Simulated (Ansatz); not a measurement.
Runs of Ansatz 0.2.0 on P. The cell holds a slab with vacuum, 4 atoms: a = 3.284 Å, b = 34.857 Å, c = 4.632 Å, α = 90.00°, β = 90.00°, γ = 90.00°. The slab is cut from a database's or a generator's crystal, which needn't be the stable form of the element.

```csv
task,level,cutoff (eV),basis error allowed,gap on the mesh (eV),V0 of scaled cells (Å³/atom),B0 (GPa),largest force (eV/Å)
equation of state,PBEsol,-,0.001 eV/atom,-,132.27,12,-
phonons,PBEsol,246,0.002 eV/atom,0.89,-,-,0.27
equation of state,LDA,-,0.002 eV/atom,-,(a),12,-
band structure,LDA,224,0.002 eV/atom,0.85,-,-,0.17
single point,PBEsol,249,0.001 eV/atom,0.89,-,-,0.27
```

Alike in all rows: potentials or basis all-electron LAPW, scalar-relativistic; no spin polarisation; cell as given; k mesh 8 × 1 × 6; smearing fermi-dirac 0.05 eV.

Q: Fill in the values left out.

A: (a) 129.85.

Caveats: the cell was scaled at fixed shape and fractional positions, which overstates the stiffness of a crystal with free parameters, most of all of layers and chains (some runs).

A k mesh can miss the band edges.

Not every run made on this cell is shown here.
